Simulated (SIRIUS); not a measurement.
Crystal: Sb.

```
Sb
1.0
     2.15420    1.24373    3.75800
    -2.15420    1.24373    3.75800
     0.00000   -2.48746    3.75800
Sb
2
Direct
  0.76764 0.75507 0.76479
  0.25004 0.22744 0.22232
```

The cell isn't the ideal one: atoms moved at random.

- Program: SIRIUS 7.12.0
- Task: relaxation of the atoms
- Functional: PBE
- Potentials or basis: all-electron FP-LAPW
- Cutoff: 172 eV
- Basis: apw+lo standard
- k mesh: 6 × 6 × 6
- Occupations: fermi-dirac, width 0.05 eV
- Spin: no spin polarisation

At the start: volume 30.21 Å³/atom.

Where does the relaxation end?

Over 6 steps the energy falls by 2.4 meV/atom; space group R-3m (No. 166, to 0.05 Å).

The path:
```csv
step,energy change (eV),largest force (eV/Å)
1,0.0000,0.1557
2,-0.0007,0.1436
3,-0.0044,0.0664
4,-0.0045,0.0498
5,-0.0046,0.0376
6,-0.0048,0.0146
```

Final structure:
```
Sb
1.0
     2.15420    1.24373    3.75800
    -2.15420    1.24373    3.75800
     0.00000   -2.48746    3.75800
Sb
2
Direct
  0.77406 0.75681 0.76014
  0.24362 0.22571 0.22697
```
